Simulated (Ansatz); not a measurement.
Reaction (formal exchange of groups at the Si–C bond): `C[SiH](C)[AlH2]` + `C=CC(=O)Cl` → `C[SiH]([AlH2])Cl` + `C=CC(C)=O`

Calculated with Ansatz (gas phase, PBE0-D4/def2-TZVP geometries, no zero-point term in ΔE). CBS: MP2 limit from def2 TZ/QZ plus the TZ coupled-cluster correction, frozen cores. DFT in def2-TZVPP. One conformer a species, not always the lowest.

`C[SiH](C)[AlH2]`:

Cartesian coordinates in Å:
```
C 1.297 -0.446 1.177
Si 0.165 -0.306 -0.323
C -1.572 -0.882 0.126
Al 0.196 1.937 -1.340
H 2.320 -0.156 0.927
H 0.956 0.202 1.989
H 1.317 -1.472 1.551
H 0.691 -1.241 -1.372
H -1.554 -1.909 0.500
H -2.008 -0.249 0.903
H -2.235 -0.850 -0.742
H -1.051 2.493 -2.163
H 1.477 2.880 -1.233
```

`C=CC(=O)Cl`:

Cartesian coordinates in Å:
```
C 0.428 1.015 -0.675
C -0.429 0.230 -0.033
C 0.041 -1.026 0.575
O 1.142 -1.460 0.572
Cl -1.284 -1.913 1.378
H 1.474 0.740 -0.756
H 0.107 1.944 -1.130
H -1.479 0.470 0.069
```

`C[SiH]([AlH2])Cl`:

Z-matrix (Å, degrees):
```
C
Si 1 1.873
H 1 1.092 2 111.3
H 1 1.094 2 110.0 3 120.2
H 1 1.092 2 110.3 3 -120.3
Al 2 2.466 1 114.8 3 -58.9
Cl 2 2.082 1 107.8 3 62.7
H 2 1.493 1 108.2 3 176.4
H 6 1.591 2 119.3 1 -60.7
H 6 1.587 2 121.3 1 119.0
```

`C=CC(C)=O`:

Z-matrix (Å, degrees):
```
C
C 1 1.506
H 1 1.088 2 108.9
H 1 1.093 2 110.8 3 -120.5
H 1 1.093 2 110.7 3 120.4
C 2 1.481 1 119.1 3 179.6
O 2 1.211 1 121.4 3 -0.4
C 6 1.328 2 124.9 1 -0.0
H 6 1.086 2 113.9 1 180.0
H 8 1.084 6 121.4 2 180.0
H 8 1.084 6 122.0 2 -0.0
```

```
           species  r2SCAN energy (Eh)
 `C[SiH](C)[AlH2]`          -613.48121
      `C=CC(=O)Cl`          -651.48498
`C[SiH]([AlH2])Cl`         -1033.80963
       `C=CC(C)=O`          -231.19178
```

Problem. Work out ΔE.

Solution. ΔE = (-1033.80963) + (-231.19178) − (-613.48121) − (-651.48498) = -0.03522 Eh = -92.5 kJ/mol. CCSD(T)/CBS gives -107.8 kJ/mol.

Largest T1 diagnostic among the species: 0.015.

Leaving LDA and LC-ωPBE aside and taking each functional with its dispersion term where it has one, the values, not all of them listed here, spread over 30.0 kJ/mol, from BHLYP-D4 to revPBE-D4. In def2-TZVPP, CCSD(T) changes the Hartree–Fock value by +25.3 kJ/mol (the triples alone add +6.4 kJ/mol) and MP2 by +25.7 kJ/mol. From BLYP to BHLYP (50 % exact exchange), in def2-TZVPP and without D4, ΔE moves by −25.9 kJ/mol.
